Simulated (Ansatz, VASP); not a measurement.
## BiTe: VASP beside Ansatz

```
CELL_PARAMETERS angstrom
0.00000 3.19715 3.19715
3.19715 0.00000 3.19715
3.19715 3.19715 0.00000
ATOMIC_POSITIONS crystal
Bi 0.00000 0.00000 0.00000
Te 0.50000 0.50000 0.50000
```

Alike in both runs: functional PBEsol; k mesh 12 × 12 × 12; occupations gaussian, width 0.1 eV; no spin polarisation.

Ansatz relaxed the structure, and its values are those at the end. VASP's run is a single point on that final structure, the one shown.

|  | VASP | Ansatz |
| --- | --- | --- |
| version | VASP 6.6.1 | Ansatz 0.2.0 |
| potentials or method | VASP PAW PBE potentials, release 64 (Bi_d, Te) | scalar-relativistic, plane waves, PAW |
| plane-wave cutoff (eV) | 520 | 420 |
| valence electrons in the cell | 21 | 31 |

```tsv
	VASP	Ansatz	Ansatz less VASP
gap on the k mesh at the Fermi level (eV)	none	none	-
pressure (GPa)	0.0	0.0	+0.02
```

A gap of «none» marks a metal or a gap that the smearing closes. The two sets of potentials don't hold the same shells in valence.

Caveats: the PAW data sets were made with another functional, which shifts forces and pressure a little (VASP); spin-orbit coupling is left out, which moves the levels of the heavy elements.
